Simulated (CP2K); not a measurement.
# SnTe (F-43m) in CP2K: a series of runs

The runs below take SnTe through band structure, with PBEsol, TB-mBJ.

All numbers are computed with CP2K 2026.2; they aren't measurements. Logs are shortened: lines on timing, memory, paths and dates and some standing lists are left out, and cuts for length are marked.

### 1 The crystal as given

Symmetry: F-43m, No. 216, cubic system. The conventional cell has a = 7.222 Å, b = 7.222 Å, c = 7.222 Å, α = 90.00°, β = 90.00°, γ = 90.00°. Te (site symmetry -43m) is surrounded by 4 Sn at 3.13 Å. Sn (site symmetry -43m) is surrounded by 4 Te at 3.13 Å.

Measurements of this composition are mostly on another form, of space group No. 225.

### 2 Band structure, PBEsol

snte_bands.inp

```
&GLOBAL
  PROJECT snte_bands
  RUN_TYPE ENERGY_FORCE
  PRINT_LEVEL LOW
&END GLOBAL
&FORCE_EVAL
  METHOD QS
  STRESS_TENSOR ANALYTICAL
  &DFT
    BASIS_SET_FILE_NAME BASIS_MOLOPT_UZH
    POTENTIAL_FILE_NAME POTENTIAL_UZH
    &MGRID
      CUTOFF 450
      REL_CUTOFF 60
      NGRIDS 4
    &END MGRID
    &QS
      METHOD GPW
      EPS_DEFAULT 1.0E-9
    &END QS
    &KPOINTS
      SCHEME MONKHORST-PACK 7 7 7
      GAMMA_CENTERED T
      SYMMETRY T
      SYMMETRY_BACKEND SPGLIB
    &END KPOINTS
    &SCF
      SCF_GUESS ATOMIC
      EPS_SCF 1.0E-6
      MAX_SCF 100
      ADDED_MOS 10
      CHOLESKY OFF
      EPS_EIGVAL 1.0E-7
      &DIAGONALIZATION ON
        ALGORITHM STANDARD
      &END DIAGONALIZATION
      &MIXING ON
        METHOD BROYDEN_MIXING
        ALPHA 0.4
        BETA 1.5
        NBUFFER 8
      &END MIXING
      &SMEAR ON
        METHOD FERMI_DIRAC
        ELECTRONIC_TEMPERATURE [K] 116.045
      &END SMEAR
    &END SCF
    &XC
      &XC_FUNCTIONAL
        &GGA_X_PBE_SOL
        &END GGA_X_PBE_SOL
        &GGA_C_PBE_SOL
        &END GGA_C_PBE_SOL
      &END XC_FUNCTIONAL
    &END XC
    &PRINT
      &KPOINTS ON
      &END KPOINTS
      &MULLIKEN ON
      &END MULLIKEN
      &MO ON
        ENERGIES T
        OCCUPATION_NUMBERS T
        &EACH
          QS_SCF 0
        &END EACH
        ADD_LAST NUMERIC
      &END MO
      &LOWDIN ON
      &END LOWDIN
      &HIRSHFELD ON
        SHAPE_FUNCTION DENSITY
      &END HIRSHFELD
      &BAND_STRUCTURE
        FILE_NAME bands.bs
        ADDED_MOS 4
        &KPOINT_SET
          UNITS B_VECTOR
          NPOINTS 10
          SPECIAL_POINT GAMMA 0.00000000 0.00000000 0.00000000
          SPECIAL_POINT X 0.50000000 0.00000000 0.50000000
          SPECIAL_POINT W 0.50000000 0.25000000 0.75000000
          SPECIAL_POINT K 0.37500000 0.37500000 0.75000000
          SPECIAL_POINT GAMMA 0.00000000 0.00000000 0.00000000
          SPECIAL_POINT L 0.50000000 0.50000000 0.50000000
          SPECIAL_POINT U 0.62500000 0.25000000 0.62500000
          SPECIAL_POINT W 0.50000000 0.25000000 0.75000000
          SPECIAL_POINT L 0.50000000 0.50000000 0.50000000
          SPECIAL_POINT K 0.37500000 0.37500000 0.75000000
        &END KPOINT_SET
        &KPOINT_SET
          UNITS B_VECTOR
          NPOINTS 10
          SPECIAL_POINT U 0.62500000 0.25000000 0.62500000
          SPECIAL_POINT X 0.50000000 0.00000000 0.50000000
        &END KPOINT_SET
      &END BAND_STRUCTURE
    &END PRINT
  &END DFT
  &SUBSYS
    &CELL
      A 5.1069316489 0.0000000000 0.0000000000
      B 2.5534658245 4.4227325433 0.0000000000
      C 2.5534658245 1.4742441811 4.1697922304
      PERIODIC XYZ
    &END CELL
    &COORD
      SCALED
      Te  0.2500000000 0.2500000000 0.2500000000
      Sn  0.0000000000 0.0000000000 0.0000000000
    &END COORD
    &KIND Te
      BASIS_SET TZVP-MOLOPT-PBE-GTH-q6
      POTENTIAL GTH-PBE-q6
    &END KIND
    &KIND Sn
      BASIS_SET TZVP-MOLOPT-PBE-GTH-q4
      POTENTIAL GTH-PBE-q4
    &END KIND
    &PRINT
      &ATOMIC_COORDINATES ON
      &END ATOMIC_COORDINATES
      &CELL ON
      &END CELL
    &END PRINT
  &END SUBSYS
  &PRINT
    &FORCES ON
    &END FORCES
    &STRESS_TENSOR ON
    &END STRESS_TENSOR
  &END PRINT
&END FORCE_EVAL
```

Potentials or basis: POTENTIAL_UZH Te GTH-PBE-q6, Sn GTH-PBE-q4; TZVP-MOLOPT-PBE-GTH basis.

Command:

```console
$ OMP_NUM_THREADS=2 cp2k.psmp -i snte_bands.inp -o snte_bands.out
```

snte_bands.out:

```text

 CP2K| version string:                                       CP2K version 2026.2
 CP2K| Input file name                                            snte_bands.inp

 GLOBAL| Force Environment number                                              1
 GLOBAL| Basis set file name                                    BASIS_MOLOPT_UZH
 GLOBAL| Potential file name                                       POTENTIAL_UZH
 GLOBAL| MM Potential file name                                     MM_POTENTIAL
 GLOBAL| Coordinate file name                                      __STD_INPUT__
 GLOBAL| Method name                                                        CP2K
 GLOBAL| Project name                                                 snte_bands
 GLOBAL| Run type                                                   ENERGY_FORCE
 GLOBAL| FFT library                                                       FFTW3
[... 5 lines left out ...]
 GLOBAL| Global print level                                                  LOW
 GLOBAL| Total number of message passing processes                             1
 GLOBAL| Number of threads for this process                                    2
 GLOBAL| CPU model name                                                  UNKNOWN

 CELL| Volume [angstrom^3]:                                            94.181399
 CELL| Vector a [angstrom]:       5.107     0.000     0.000   |a| =     5.106932
 CELL| Vector b [angstrom]:       2.553     4.423     0.000   |b| =     5.106932
 CELL| Vector c [angstrom]:       2.553     1.474     4.170   |c| =     5.106932
 CELL| Angle (b,c), alpha [degree]:                                    60.000000
 CELL| Angle (a,c), beta  [degree]:                                    60.000000
 CELL| Angle (a,b), gamma [degree]:                                    60.000000
 CELL| Numerically orthorhombic:                                              NO
 CELL| Periodicity                                                           XYZ

 CELL_REF| Volume [angstrom^3]:                                        94.181399
 CELL_REF| Vector a [angstrom     5.107     0.000     0.000   |a| =     5.106932
 CELL_REF| Vector b [angstrom     2.553     4.423     0.000   |b| =     5.106932
 CELL_REF| Vector c [angstrom     2.553     1.474     4.170   |c| =     5.106932
 CELL_REF| Angle (b,c), alpha [degree]:                                60.000000
 CELL_REF| Angle (a,c), beta  [degree]:                                60.000000
 CELL_REF| Angle (a,b), gamma [degree]:                                60.000000
 CELL_REF| Numerically orthorhombic:                                          NO
 CELL_REF| Periodicity                                                       XYZ
[... 9 lines left out ...]
 TOTAL NUMBERS AND MAXIMUM NUMBERS

  Total number of            - Atomic kinds:                                   2
                             - Atoms:                                          2
                             - Shell sets:                                     2
                             - Shells:                                        14
                             - Primitive Cartesian functions:                  8
                             - Cartesian basis functions:                     36
                             - Spherical basis functions:                     34

  Maximum angular momentum of- Orbital basis functions:                        2
                             - Local part of the GTH pseudopotential:          0
                             - Non-local part of the GTH pseudopotential:      4

 MODULE QUICKSTEP: ATOMIC COORDINATES IN ANGSTROM

   Atom Kind Element         X             Y             Z       Z(eff)     Mass
      1    1 Te   52      2.553466      1.474244      1.042448   6.0000 127.6000
      2    2 Sn   50      0.000000      0.000000      0.000000   4.0000 118.7100

 SCF PARAMETERS         Density guess:                                    ATOMIC
                        --------------------------------------------------------
                        max_scf:                                             100
[... 7 lines left out ...]
                        --------------------------------------------------------
                        level_shift [a.u.]:                             0.000000
                        added MOs                                        10    0
                        --------------------------------------------------------
                        Mixing method:                            BROYDEN_MIXING
                                                charge density mixing in g-space
                        --------------------------------------------------------
                        Smear method:                                FERMI_DIRAC
                        Electronic temperature [K]:                        116.0
[... 72 lines left out ...]
  Electronic density on regular grids:         -9.9999999997        0.0000000003
  Core density on regular grids:                9.9999999671       -0.0000000329
  Total charge density on r-space grids:       -0.0000000326
  Total charge density g-space grids:          -0.0000000326

  Overlap energy of the core charge distribution:               0.00000000002332
  Self energy of the core charge distribution:                -25.12195712507676
  Core Hamiltonian energy:                                      5.03477879978958
  Hartree energy:                                              11.18914971721414
  Exchange-correlation energy:                                 -2.72913013158873
  Electronic entropic energy:                                  -0.00000000627053
  Fermi energy:                                                 0.06646706917716

  Total energy:                                               -11.62715874590970
  Total energy (extrapolated to T->0):                        -11.62715874277444

 MO| EIGENVALUES AND OCCUPATION NUMBERS FOR K POINT 1
 MO|
 MO|  Index      Eigenvalue [a.u.]        Eigenvalue [eV]             Occupation
 MO|      1              -0.337372              -9.180356               2.000000
 MO|      2              -0.185953              -5.060051               2.000000
 MO|      3              -0.023073              -0.627846               2.000000
 MO|      4              -0.023073              -0.627846               2.000000
 MO|      5              -0.007910              -0.215251               2.000000
 MO|      6               0.134903               3.670910               0.000000
 MO|      7               0.134904               3.670913               0.000000
 MO|      8               0.186035               5.062257               0.000000
 MO|      9               0.337811               9.192308               0.000000
 MO|     10               0.381603              10.383935               0.000000
 MO|     11               0.381603              10.383937               0.000000
 MO|     12               0.405736              11.040627               0.000000
 MO|     13               0.451976              12.298891               0.000000
[... 275 lines left out ...]
 MO|      5              -0.002720              -0.074016               2.000000
 MO|      6               0.126886               3.452739               0.000000
 MO|      7               0.126886               3.452741               0.000000
 MO|      8               0.143346               3.900638               0.000000
 MO|      9               0.326944               8.896596               0.000000
 MO|     10               0.348447               9.481721               0.000000
 MO|     11               0.348447               9.481722               0.000000
 MO|     12               0.469505              12.775892               0.000000
 MO|     13               0.501134              13.636558               0.000000
 MO|     14               0.513833              13.982119               0.000000
 MO|     15               0.513834              13.982122               0.000000
 MO| Sum:                                                              10.000000
 MO| E(Fermi):            0.066467 a.u.          1.808661 eV
 MO| Band gap:            0.129606 a.u.          3.526755 eV

 [... the levels of further k-points ...]

 !-----------------------------------------------------------------------------!
                     Mulliken Population Analysis

 #  Atom  Element  Kind  Atomic population                           Net charge
       1     Te       1          6.397751                             -0.397751
       2     Sn       2          3.602249                              0.397751
 # Total charge                             10.000000                 -0.000000

 !-----------------------------------------------------------------------------!

 !-----------------------------------------------------------------------------!
                           Hirshfeld Charges

  #Atom  Element  Kind  Ref Charge     Population                    Net charge
      1       Te     1       6.000          6.163                        -0.163
      2       Sn     2       4.000          3.837                         0.163

  Total Charge                                                           -0.000
 !-----------------------------------------------------------------------------!

 LOWDIN POPULATION ANALYSIS

 #  Atom  Element  Kind  Atomic population                           Net charge
       1     Te       1          5.884827                              0.115173
       2     Sn       2          4.115173                             -0.115173
 # Total charge                             10.000000                  0.000000

 KPOINTS| Band Structure Calculation
 KPOINTS| Number of k-point sets                                               2
 KPOINTS| Number of added MOs/bands                                            4
 KPOINTS| Number of k-points in set    1                                      91
 KPOINTS| In units of b-vector [2pi/Bohr]
 KPOINTS| Special point     1       GAMMA     0.000000     0.000000     0.000000
 KPOINTS| Special point     2           X     0.500000     0.000000     0.500000
 KPOINTS| Special point     3           W     0.500000     0.250000     0.750000
 KPOINTS| Special point     4           K     0.375000     0.375000     0.750000
 KPOINTS| Special point     5       GAMMA     0.000000     0.000000     0.000000
 KPOINTS| Special point     6           L     0.500000     0.500000     0.500000
 KPOINTS| Special point     7           U     0.625000     0.250000     0.625000
 KPOINTS| Special point     8           W     0.500000     0.250000     0.750000
 KPOINTS| Special point     9           L     0.500000     0.500000     0.500000
 KPOINTS| Special point    10           K     0.375000     0.375000     0.750000
 KPOINTS| Number of k-points in set    2                                      11
 KPOINTS| In units of b-vector [2pi/Bohr]
 KPOINTS| Special point     1           U     0.625000     0.250000     0.625000
 KPOINTS| Special point     2           X     0.500000     0.000000     0.500000

 ENERGY| Total FORCE_EVAL ( QS ) energy [hartree]            -11.627159959705871

 FORCES| Atomic forces [hartree/bohr]
 FORCES|   Atom     x               y               z               |f|
 FORCES|      1  1.27310799E-10 -3.41734622E-09 -2.41140229E-09   4.18441444E-09
 FORCES|      2  1.80044499E-13  3.49339704E-09  2.46408239E-09   4.27498830E-09
 FORCES| Sum     1.27490844E-10  7.60508247E-11  5.26801044E-11
 FORCES| Total atomic force                                       1.57520908E-10

 STRESS| Analytical stress tensor [bar]
 STRESS|                        x                   y                   z
 STRESS|      x       -2.43099877802E+03   2.16888158955E-07  -4.09764481282E-04
 STRESS|      y        2.16888158955E-07  -2.43098313660E+03  -8.07223646970E-03
 STRESS|      z       -4.09764481282E-04  -8.07223646970E-03  -2.43097787401E+03
 STRESS| 1/3 Trace                                            -2.43098659621E+03
 STRESS| Determinant                                          -1.43663913523E+10

 STRESS| Eigenvectors and eigenvalues of the analytical stress tensor [bar]
 STRESS|                        1                   2                   3
 STRESS| Eigenvalues  -2.43099878804E+03  -2.43098898967E+03  -2.43097201092E+03
 STRESS|      x           0.999621792456     -0.024548900915     -0.012394495179
 STRESS|      y           0.012594783136      0.809333424329     -0.587214423956
 STRESS|      z           0.024446747935      0.586836229052      0.809336516405
```

Run time: 9.2 s. Hardware: 2 threads of Arm Neoverse V1, shared host; peak memory 0.4 GiB.

What came out:

```yaml
Free_energy: -316.3911 eV
Pressure: -0.2 GPa
Band_gap_along_the_path: none (metal or under the smearing width)
Mulliken_charges: Te -0.40; Sn +0.40 e
Hirshfeld_charges: Te -0.16; Sn +0.16 e
```

Levels at the corners of the path, in eV from the Fermi level:
```tsv
point	band 2	band 3	band 4	band 5	band 6	band 7	band 8	band 9
Γ	-5.10	-1.92	-1.92	-1.92	1.03	1.03	1.03	5.24
X	-7.30	-3.13	-3.13	-0.64	0.08	4.01	4.01	6.69
W	-7.28	-3.41	-3.31	0.11	1.40	2.33	3.43	6.26
K	-7.26	-3.54	-2.94	-0.46	1.20	3.25	3.32	5.71
Γ	-5.10	-1.92	-1.92	-1.92	1.03	1.03	1.03	5.24
L	-6.95	-2.46	-2.46	-2.05	1.89	1.89	3.49	7.30
U	-7.26	-3.54	-2.94	-0.46	1.20	3.25	3.32	5.71
W	-7.28	-3.41	-3.31	0.11	1.40	2.33	3.43	6.26
L	-6.95	-2.46	-2.46	-2.05	1.89	1.89	3.49	7.30
K	-7.26	-3.54	-2.94	-0.46	1.20	3.25	3.32	5.71
U	-7.26	-3.54	-2.94	-0.46	1.20	3.25	3.32	5.71
X	-7.30	-3.13	-3.13	-0.64	0.08	4.01	4.01	6.69
```

Caveat: Mulliken charges move with the basis; the potentials were made for another functional, which shifts forces and pressure; spin-orbit coupling is left out, which moves the levels of the heavy elements; the basis of atomic orbitals isn't converged, which shifts pressures, moduli and gaps.

### 3 Band structure, TB-mBJ

snte_bands.inp: that of step 2 with these lines changed.

```diff
@@ -2,3 +2,3 @@
   PROJECT snte_bands
-  RUN_TYPE ENERGY_FORCE
+  RUN_TYPE ENERGY
   PRINT_LEVEL LOW
@@ -7,3 +7,2 @@
   METHOD QS
-  STRESS_TENSOR ANALYTICAL
   &DFT
@@ -12,3 +11,3 @@
     &MGRID
-      CUTOFF 450
+      CUTOFF 675
       REL_CUTOFF 60
@@ -44,3 +43,3 @@
         METHOD FERMI_DIRAC
-        ELECTRONIC_TEMPERATURE [K] 116.045
+        ELECTRONIC_TEMPERATURE [K] 580.226
       &END SMEAR
@@ -49,6 +48,6 @@
       &XC_FUNCTIONAL
-        &GGA_X_PBE_SOL
-        &END GGA_X_PBE_SOL
-        &GGA_C_PBE_SOL
-        &END GGA_C_PBE_SOL
+        &MGGA_X_TB09
+        &END MGGA_X_TB09
+        &LDA_C_PW
+        &END LDA_C_PW
       &END XC_FUNCTIONAL
@@ -68,7 +67,2 @@
       &END MO
-      &LOWDIN ON
-      &END LOWDIN
-      &HIRSHFELD ON
-        SHAPE_FUNCTION DENSITY
-      &END HIRSHFELD
       &BAND_STRUCTURE
@@ -129,4 +123,2 @@
     &END FORCES
-    &STRESS_TENSOR ON
-    &END STRESS_TENSOR
   &END PRINT
```

Potentials or basis: POTENTIAL_UZH Te GTH-PBE-q6, Sn GTH-PBE-q4; TZVP-MOLOPT-PBE-GTH basis.

Command:

```console
$ OMP_NUM_THREADS=2 cp2k.psmp -i snte_bands.inp -o snte_bands.out
```

Wall time 39 s (2 threads of Arm Neoverse V1, shared host); peak memory 0.5 GiB.

The run converged. Its results:

| Item | Value |
| --- | --- |
| Band gap on the k mesh | 0.42 eV, indirect (least direct gap 0.94 eV) |
| Band gap along the path | 0.18 eV, indirect (least direct gap 0.91 eV) |
| Mulliken charges | Te -0.61; Sn +0.61 e |

Levels at the corners of the path, in eV from the valence-band top:
```csv
point,band 3,band 4,band 5,band 6,band 7,band 8
Γ,-2.14,-2.14,-2.14,1.02,1.02,1.02
X,-3.30,-3.30,-0.73,0.18,4.06,4.06
W,-3.57,-3.46,0.00,1.48,2.37,3.44
K,-3.68,-3.11,-0.52,1.24,3.31,3.34
Γ,-2.14,-2.14,-2.14,1.02,1.02,1.02
L,-2.65,-2.65,-2.05,1.87,1.87,3.56
U,-3.68,-3.11,-0.52,1.24,3.31,3.34
W,-3.57,-3.46,0.00,1.48,2.37,3.44
L,-2.65,-2.65,-2.05,1.87,1.87,3.56
K,-3.68,-3.11,-0.52,1.24,3.31,3.34
U,-3.68,-3.11,-0.52,1.24,3.31,3.34
X,-3.30,-3.30,-0.73,0.18,4.06,4.06
```

Caveat: Mulliken charges move with the basis; this is a model potential without an energy functional, so only levels have meaning; the potentials were made for another functional, which shifts forces and pressure; spin-orbit coupling is left out, which moves the levels of the heavy elements; the mesh misses the band edges, which the band path finds closer together; the basis of atomic orbitals isn't converged, which shifts pressures, moduli and gaps.
